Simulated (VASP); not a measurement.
# KCl (Fm-3m) in VASP: notebook, part 2 of 2

VASP 6.6.1. The steps go on from the part before.

### 3 Electric field gradients, PBE (volume scaled by 0.99)

The input, INCAR:

```
PREC = Accurate ; ENCUT = 520
EDIFF = 1E-8 ; ISMEAR = -1
SIGMA = 0.03 ; LREAL = False
LASPH = True ; NELM = 60
ALGO = Normal ; ISIF = 2
LWAVE = False ; LCHARG = False
GGA = PE ; LEFG = True
NBANDS = 15
```

The input, KPOINTS:

```
Automatic mesh
0
Gamma
  7 7 7
```

The input, POSCAR:

```
KCl
1.0
    0.0000000000      3.1455444028      3.1455444028
    3.1455444028      0.0000000000      3.1455444028
    3.1455444028      3.1455444028      0.0000000000
K Cl
1 1
Direct
    0.0000000000      0.0000000000      0.0000000000
    0.5000000000      0.5000000000      0.5000000000
```

Potentials or basis: VASP PAW PBE potentials, release 64 (K_sv, Cl).

Started as:

```
$ cat potpaw_PBE.64/K_sv/POTCAR potpaw_PBE.64/Cl/POTCAR > POTCAR
$ mpirun -np 1 vasp_std > vasp.out
```

OUTCAR:

```text
PREC = Accurate
   ENCUT = 520
   EDIFF = 1E-8
   ISMEAR = -1
   LREAL = False
   LASPH = True
   NELM = 60
   ISIF = 2
   GGA = PE

 ion  position               nearest neighbor table
   1  0.000  0.000  0.000-   2 3.15   2 3.15   2 3.15   2 3.15   2 3.15   2 3.15
   2  0.500  0.500  0.500-   1 3.15   1 3.15   1 3.15   1 3.15   1 3.15   1 3.15

  LATTYP: Found a face centered cubic cell.
 ALAT       =     6.2910888056

  Lattice vectors:

 A1 = (   0.0000000000,   3.1455444028,   3.1455444028)
 A2 = (   3.1455444028,   0.0000000000,   3.1455444028)
 A3 = (   3.1455444028,   3.1455444028,   0.0000000000)

Analysis of symmetry for initial positions (statically):
=====================================================================
 Subroutine PRICEL returns:
 Original cell was already a primitive cell.

 Routine SETGRP: Setting up the symmetry group for a
 face centered cubic supercell.

 Subroutine GETGRP returns: Found 48 space group operations
 (whereof 48 operations were pure point group operations)
 out of a pool of 48 trial point group operations.

The static configuration has the point symmetry O_h .

Analysis of symmetry for dynamics (positions and initial velocities):
=====================================================================
 Subroutine PRICEL returns:
 Original cell was already a primitive cell.

 Routine SETGRP: Setting up the symmetry group for a
 face centered cubic supercell.

 Subroutine GETGRP returns: Found 48 space group operations
 (whereof 48 operations were pure point group operations)
 out of a pool of 48 trial point group operations.
[... 498 lines left out ...]
      4     -12.5640      2.00000
      5     -12.4042      2.00000
      6      -2.4200      2.00000
      7      -2.3442      2.00000
      8      -2.2025      2.00000
      9       5.8907      0.00000
     10       6.5935      0.00000
     11       7.6950      0.00000
     12       8.0872      0.00000
     13       9.5499      0.00000
     14       9.6436      0.00000
     15      10.4925      0.00000

------------------------ aborting loop because EDIFF is reached ----------------------------------------

  FORCE on cell =-STRESS in cart. coord.  units (eV):
  Direction    XX          YY          ZZ          XY          YZ          ZX
  --------------------------------------------------------------------------------------
  -------------------------------------------------------------------------------------
  Total        0.3090164      0.3090164      0.3090164     -0.0000000     -0.0000000      0.0000000
  in kB        7.9537994      7.9537994      7.9537994     -0.0000000     -0.0000000      0.0000000
  external PRESSURE =       7.9537994 kB  Pullay stress =       0.0000000 kB

 VOLUME and BASIS-vectors are now :
 -----------------------------------------------------------------------------
  energy-cutoff  :      520.00
  volume of cell :       62.25
      direct lattice vectors                 reciprocal lattice vectors
     0.000000000  3.145544403  3.145544403    -0.158954997  0.158954997  0.158954997
     3.145544403  0.000000000  3.145544403     0.158954997 -0.158954997  0.158954997
     3.145544403  3.145544403  0.000000000     0.158954997  0.158954997 -0.158954997

 POSITION                                       TOTAL-FORCE (eV/Angst)
 -----------------------------------------------------------------------------------
      0.00000      0.00000      0.00000         0.000000      0.000000     -0.000000
      3.14554      3.14554      3.14554        -0.000000     -0.000000      0.000000
 -----------------------------------------------------------------------------------
    total drift:                                0.000000      0.000000      0.000000

  FREE ENERGIE OF THE ION-ELECTRON SYSTEM (eV)
  ---------------------------------------------------
  free  energy   TOTEN  =        -6.8036021197 eV

  energy  without entropy=       -6.8036021196  energy(sigma->0) =       -6.80360212

 Electric field gradients (V/A^2)
---------------------------------------------------------------------
 ion       V_xx      V_yy      V_zz      V_xy      V_xz      V_yz
---------------------------------------------------------------------
   1      -0.000     0.000    -0.000    -0.000    -0.000    -0.000
   2      -0.000    -0.000     0.000     0.000     0.000     0.000
---------------------------------------------------------------------

 Electric field gradients after diagonalization (V/A^2)
 (convention: |V_zz| > |V_xx| > |V_yy|)
----------------------------------------------------------------------
 ion       V_xx      V_yy      V_zz     asymmetry (V_yy - V_xx)/ V_zz
----------------------------------------------------------------------
   1       0.000     0.000    -0.000       0.000
   2      -0.000    -0.000     0.000       0.000
----------------------------------------------------------------------

           NMR quadrupolar parameters

 Cq : quadrupolar parameter    Cq=e*Q*V_zz/h
 eta: asymmetry parameters     (V_yy - V_xx)/ V_zz
 Q  : nuclear electric quadrupole moment in mb (millibarn)
----------------------------------------------------------------------
 ion       Cq(MHz)       eta       Q (mb)
----------------------------------------------------------------------
   1      -0.000       0.000       1.000
   2       0.000       0.000       1.000
----------------------------------------------------------------------
```

OSZICAR:

```text
N       E                     dE             d eps       ncg     rms          rms(c)
DAV:   1     0.100654441343E+03    0.10065E+03   -0.70859E+03   600   0.959E+02
DAV:   2    -0.688891680898E+00   -0.10134E+03   -0.92414E+02   776   0.235E+02
DAV:   3    -0.684495539231E+01   -0.61561E+01   -0.61180E+01   817   0.511E+01
DAV:   4    -0.709287523226E+01   -0.24792E+00   -0.24785E+00   916   0.932E+00
DAV:   5    -0.709470601297E+01   -0.18308E-02   -0.18307E-02   845   0.912E-01    0.333E+00
DAV:   6    -0.680497049218E+01    0.28974E+00   -0.41860E-01   747   0.327E+00    0.273E+00
DAV:   7    -0.679014175112E+01    0.14829E-01   -0.10156E-01   831   0.181E+00    0.157E+00
DAV:   8    -0.680225880934E+01   -0.12117E-01   -0.15721E-02   723   0.943E-01    0.175E-01
DAV:   9    -0.680302312485E+01   -0.76432E-03   -0.90564E-04   831   0.190E-01    0.953E-02
DAV:  10    -0.680359361764E+01   -0.57049E-03   -0.58547E-04   628   0.153E-01    0.181E-02
DAV:  11    -0.680359882842E+01   -0.52108E-05   -0.20362E-05   843   0.260E-02    0.584E-03
DAV:  12    -0.680360173699E+01   -0.29086E-05   -0.41057E-06   642   0.144E-02    0.446E-03
DAV:  13    -0.680360197708E+01   -0.24009E-06   -0.37795E-07   838   0.321E-03    0.101E-03
DAV:  14    -0.680360211462E+01   -0.13753E-06   -0.10644E-07   663   0.202E-03    0.333E-04
DAV:  15    -0.680360211967E+01   -0.50582E-08   -0.14716E-09   657   0.271E-04
   1 F= -.68036021E+01 E0= -.68036021E+01  d E =-.364326E-10
```

stdout:

```text
POSCAR found type information on POSCAR K Cl
 POSCAR found :  2 types and       2 ions
 scaLAPACK will be used
 LDA part: xc-table for (Slater+PW92), standard interpolation
 POSCAR, INCAR and KPOINTS ok, starting setup
 FFT: planning ... GRIDC
 FFT: planning ... GRID_SOFT
 FFT: planning ... GRID
 WAVECAR not read
 entering main loop
ion   1

ion   2
```

It took 18 s on 1 thread of AMD EPYC 9R45 (Zen 5), shared host; peak memory 0.17 GiB.

Results:

```yaml
Free_energy: -6.8036 eV
Pressure: 0.8 GPa
Band_gap_on_the_k_mesh: 5.19 eV, direct
```

Levels at points of the mesh, in eV from the valence-band top:
```tsv
k point	band 4	band 5	band 6	band 7	band 8	band 9	band 10	band 11	band 12	band 13
(0.00, 0.00, 0.00)	-10.66	-10.66	0.00	0.00	0.00	5.19	8.38	8.38	8.38	9.26
```

Caveat: the cell differs from its parent crystal (volume scaled by 0.99); without QUAD_EFG the Cq values of the log hold for a quadrupole moment of 1 mb, not for the nuclei. A k mesh can miss the band edges.

### 4 Electric field gradients, PBE

This run uses another cell than the first one, of 31.44 Å³/atom, 0.990 times its volume.

The input, INCAR:

```
SYSTEM = KCl
PREC = Accurate
ENCUT = 520
EDIFF = 1E-8
ISMEAR = -1
SIGMA = 0.03
LREAL = .False.
LASPH = .True.
NELM = 100
ALGO = Normal
ISIF = 2
LWAVE = .False.
LCHARG = .False.
GGA = PE
LEFG = .True.
NBANDS = 15
```

The input, KPOINTS:

```
Automatic mesh
0
Gamma
  7 7 7
  0 0 0
```

The input, POSCAR:

```
KCl
1.0
    0.0000000000      3.1561000000      3.1561000000
    3.1561000000      0.0000000000      3.1561000000
    3.1561000000      3.1561000000      0.0000000000
K Cl
1 1
Direct
    0.0000000000      0.0000000000      0.0000000000
    0.5000000000      0.5000000000      0.5000000000
```

Potentials or basis: VASP PAW PBE potentials, release 64 (K_sv, Cl).

Started as:

```
$ cat potpaw_PBE.64/K_sv/POTCAR potpaw_PBE.64/Cl/POTCAR > POTCAR
$ mpirun -np 1 vasp_std > vasp.out
```

OUTCAR:

```text
SYSTEM = KCl
   PREC = Accurate
   ENCUT = 520
   EDIFF = 1E-8
   ISMEAR = -1
   LREAL = .False.
   LASPH = .True.
   NELM = 100
   ISIF = 2
   GGA = PE

 ion  position               nearest neighbor table
   1  0.000  0.000  0.000-   2 3.16   2 3.16   2 3.16   2 3.16   2 3.16   2 3.16
   2  0.500  0.500  0.500-   1 3.16   1 3.16   1 3.16   1 3.16   1 3.16   1 3.16

  LATTYP: Found a face centered cubic cell.
 ALAT       =     6.3122000000

  Lattice vectors:

 A1 = (   0.0000000000,   3.1561000000,   3.1561000000)
 A2 = (   3.1561000000,   0.0000000000,   3.1561000000)
 A3 = (   3.1561000000,   3.1561000000,   0.0000000000)

Analysis of symmetry for initial positions (statically):
=====================================================================
 Subroutine PRICEL returns:
 Original cell was already a primitive cell.

 Routine SETGRP: Setting up the symmetry group for a
 face centered cubic supercell.

[... 542 lines left out ...]
      direct lattice vectors                 reciprocal lattice vectors
     0.000000000  3.156100000  3.156100000    -0.158423371  0.158423371  0.158423371
     3.156100000  0.000000000  3.156100000     0.158423371 -0.158423371  0.158423371
     3.156100000  3.156100000  0.000000000     0.158423371  0.158423371 -0.158423371

 POSITION                                       TOTAL-FORCE (eV/Angst)
 -----------------------------------------------------------------------------------
      0.00000      0.00000      0.00000         0.000000     -0.000000     -0.000000
      3.15610      3.15610      3.15610        -0.000000      0.000000      0.000000
 -----------------------------------------------------------------------------------
    total drift:                                0.000000      0.000000      0.000000

  FREE ENERGIE OF THE ION-ELECTRON SYSTEM (eV)
  ---------------------------------------------------
  free  energy   TOTEN  =        -6.8065185513 eV

  energy  without entropy=       -6.8065185513  energy(sigma->0) =       -6.80651855

 Electric field gradients (V/A^2)
---------------------------------------------------------------------
 ion       V_xx      V_yy      V_zz      V_xy      V_xz      V_yz
---------------------------------------------------------------------
   1       0.000     0.000     0.000    -0.000    -0.000    -0.000
   2      -0.000     0.000    -0.000     0.000     0.000     0.000
---------------------------------------------------------------------

 Electric field gradients after diagonalization (V/A^2)
 (convention: |V_zz| > |V_xx| > |V_yy|)
----------------------------------------------------------------------
 ion       V_xx      V_yy      V_zz     asymmetry (V_yy - V_xx)/ V_zz
----------------------------------------------------------------------
   1       0.000     0.000    -0.001       0.000
   2      -0.000    -0.000     0.000       0.000
----------------------------------------------------------------------

           NMR quadrupolar parameters

 Cq : quadrupolar parameter    Cq=e*Q*V_zz/h
 eta: asymmetry parameters     (V_yy - V_xx)/ V_zz
 Q  : nuclear electric quadrupole moment in mb (millibarn)
----------------------------------------------------------------------
 ion       Cq(MHz)       eta       Q (mb)
----------------------------------------------------------------------
   1      -0.000       0.000       1.000
   2       0.000       0.000       1.000
----------------------------------------------------------------------
```

stdout:

```text
POSCAR found type information on POSCAR K Cl
 POSCAR found :  2 types and       2 ions
 scaLAPACK will be used
 LDA part: xc-table for (Slater+PW92), standard interpolation
 POSCAR, INCAR and KPOINTS ok, starting setup
 FFT: planning ... GRIDC
 FFT: planning ... GRID_SOFT
 FFT: planning ... GRID
 WAVECAR not read
 entering main loop
ion   1

ion   2
```

Wall time 20 s (1 thread of Intel Xeon Platinum 8488C (Sapphire Rapids), shared host); peak memory 0.2 GiB.

What came out:

```
Free energy            : -6.8065 eV
Pressure               : 0.6 GPa
Band gap on the k mesh : 5.16 eV, direct
```

Caveat: without QUAD_EFG the Cq values of the log hold for a quadrupole moment of 1 mb, not for the nuclei.

### 5 Overview

```csv
cell,gap on the mesh (eV),pressure (GPa)
"a = 4.478 Å, angles 60.0°, 2 atoms",5.12,0.4
"a = 4.448 Å, angles 60.0°, 2 atoms",5.19,0.8
"a = 4.463 Å, angles 60.0°, 2 atoms",5.16,0.6
```

Alike in all rows: task electric field gradients; level PBE; potentials or basis VASP PAW PBE potentials, release 64 (K_sv, Cl); no spin polarisation; k mesh 7 × 7 × 7; cutoff (eV) 520; smearing fermi-dirac 0.03 eV.

Total energies depend on the potentials used, so only differences within one code and one set of settings carry meaning.

### 6 How close it comes

Step 4. Measured gap of KCl: 8.68 eV (a printed reference work, monograph). This calculation gives 5.16 eV (-3.52 eV). The value is that of PBE on a finite k mesh, which can miss the band edges, without temperature or zero-point motion. Semilocal functionals fall short of measured gaps as a rule.
